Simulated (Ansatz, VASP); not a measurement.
**One calculation of TiAl3, two programs**

INCAR

```
SYSTEM = TiAl3
ALGO     = Normal         ! electronic algorithm
EDIFF    = 1E-6           ! SCF threshold, eV
EDIFFG   = -0.002         ! ionic threshold
ENCUT    = 600            ! plane-wave cutoff, eV
IBRION   = 2              ! ionic algorithm
ISIF     = 3              ! what is computed and relaxed
ISMEAR   = 0              ! smearing method
LASPH    = .TRUE.         ! aspherical terms in the spheres
LCHARG   = .FALSE.        ! write CHGCAR
LREAL    = .FALSE.        ! projectors in reciprocal space
LWAVE    = .FALSE.        ! write WAVECAR
NELM     = 80             ! most SCF steps
NSW      = 100            ! ionic steps
PREC     = Accurate       ! precision mode
SIGMA    = 0.1            ! smearing width, eV
```

The input KPOINTS:

```
k-points
0
G
  10 10 10
  0 0 0
```

File POSCAR:

```
TiAl3
1.0
    3.9556712500      0.0000000000      0.0000000000
    0.0000000000      3.9556712500      0.0000000000
    0.0000000000      0.0000000000      3.9556712500
Ti Al
1 3
Direct
    0.0000000000      0.0000000000      0.0000000000
    0.5000000000      0.5000000000      0.0000000000
    0.5000000000      0.0000000000      0.5000000000
    0.0000000000      0.5000000000      0.5000000000
```

Input for Ansatz:

```yaml
crystal:
  lattice:
    - [3.95567125, 0.0, 0.0]
    - [0.0, 3.95567125, 0.0]
    - [0.0, 0.0, 3.95567125]
  atoms:
    - { symbol: Ti, position: [0.0, 0.0, 0.0] }
    - { symbol: Al, position: [0.5, 0.5, 0.0] }
    - { symbol: Al, position: [0.5, 0.0, 0.5] }
    - { symbol: Al, position: [0.0, 0.5, 0.5] }
basis:
  ecutwfc: 420
kpoints:
  mp_grid: { grid: [10, 10, 10] }
hamiltonian:
  xc: lda
  pseudopotentials: { kind: paw, azcp: { folder: soft_1 } }
scf:
  occupations: { method: gaussian, width: 0.1 }
output:
  forces: true
  stress: true
  eigenvalues: true
  write_density: true
  write_potential: true
  elf: true
  volumetric_format: npy
relax:
  adjacent_minimum: "off"
  f_tol: 0.002
  max_steps: 80
  cell: { stress_tol: 0.02 }
```

The cell comes from a database or a generator and needn't be the stable form of this composition.

Alike in both runs: task relaxation of cell and atoms; functional LDA; k mesh 10 × 10 × 10; occupations gaussian, width 0.1 eV; no spin polarisation.

```csv
,VASP,Ansatz
version,VASP 6.6.1,Ansatz 0.2.0
potentials or method,"VASP PAW LDA potentials, release 64 (Ti_sv, Al)","scalar-relativistic, plane waves, PAW"
plane-wave cutoff (eV),600,420
valence electrons in the cell,21,21
```

Ansatz gave:

```
gap on the k mesh at the Fermi level, each at its own relaxed structure (eV) : none
relaxed volume (Å³/atom)                                                     : 14.95
relaxed cell length with the largest relative difference (Å)                 : 3.911
energy change over the relaxation (meV/atom)                                 : -6
```

Task: Which values does VASP return?

Result: gap on the k mesh at the Fermi level, each at its own relaxed structure (eV): none; relaxed volume (Å³/atom): 14.98; relaxed cell length with the largest relative difference (Å): 3.913; energy change over the relaxation (meV/atom): -6.

A gap of «none» marks a metal or a gap that the smearing closes. Ansatz warned: «pseudo_functional_mismatch».
